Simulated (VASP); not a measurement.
## BeS in VASP 6.6.1, single-point calculation

INCAR

```
LASPH = .TRUE.
IBRION = -1
NBANDS = 11
EDIFF = 1E-7
GGA = PE
SIGMA = 0.02
NSW = 0
LCHARG = .FALSE.
ISMEAR = -1
ISIF = 2
LWAVE = .FALSE.
NELM = 120
ADDGRID = .TRUE.
LREAL = .FALSE.
PREC = Accurate
ENCUT = 520
```

KPOINTS

```
KPOINTS created by Atomic Simulation Environment
0
Gamma
10 10 10
0 0 0
```

POSCAR

```
Be S
 1.0000000000000000
     0.0000000000000000    2.4676566368000001    2.4343066359000001
     2.4343066359000001    0.0000000000000000    2.4343066359000001
     2.4343066359000001    2.4676566368000001    0.0000000000000000
 Be  S
   1   1
Cartesian
  0.0000000000000000  0.0000000000000000  0.0000000000000000
  1.2171533179499998  1.2338283183999998  1.2171533179499998
```

The recommended PBE PAW datasets give the neutral cell 8 valence electrons.

Command

```
mpirun -np 1 vasp_std
```

Problem. How does this run end, and what does it give?

Solution. It converged. Results: gap between bands v and c on the k mesh 3.11 eV; least direct gap on the k mesh 5.65 eV; pressure -0.8 GPa. Band v is the last that the valence electrons fill when counted band by band, and c is the next.

OSZICAR

```
N       E                     dE             d eps       ncg     rms          rms(c)
DAV:   1     0.201722456744E+02    0.20172E+02   -0.37501E+03  2252   0.613E+02
DAV:   2    -0.890806257290E+01   -0.29080E+02   -0.27870E+02  2902   0.115E+02
DAV:   3    -0.101666358722E+02   -0.12586E+01   -0.12563E+01  2979   0.240E+01
DAV:   4    -0.101739501862E+02   -0.73143E-02   -0.73131E-02  2718   0.210E+00
DAV:   5    -0.101740111901E+02   -0.61004E-04   -0.61003E-04  2959   0.189E-01    0.547E+00
DAV:   6    -0.100468731742E+02    0.12714E+00   -0.12086E-01  2563   0.163E+00    0.374E+00
DAV:   7    -0.100103899868E+02    0.36483E-01   -0.10894E-01  2725   0.172E+00    0.102E+00
DAV:   8    -0.100116711204E+02   -0.12811E-02   -0.65411E-03  2973   0.407E-01    0.135E-01
DAV:   9    -0.100117619765E+02   -0.90856E-04   -0.49731E-04  2774   0.140E-01    0.270E-02
DAV:  10    -0.100118129368E+02   -0.50960E-04   -0.81146E-05  2678   0.518E-02    0.117E-02
DAV:  11    -0.100118177232E+02   -0.47864E-05   -0.16259E-05  2849   0.209E-02    0.881E-03
DAV:  12    -0.100118180111E+02   -0.28784E-06   -0.43621E-07  2758   0.452E-03    0.224E-03
DAV:  13    -0.100118181547E+02   -0.14358E-06   -0.10715E-07  2649   0.180E-03    0.296E-03
DAV:  14    -0.100118180971E+02    0.57540E-07   -0.11329E-08  1314   0.513E-04
   1 F= -.10011818E+02 E0= -.10011818E+02  d E =-.561105E-11
```

For comparison, a separate PBE run of the intended cell, on usual settings and not on those above, gives a gap of 3.11 eV on its mesh and a pressure of -0.8 GPa.
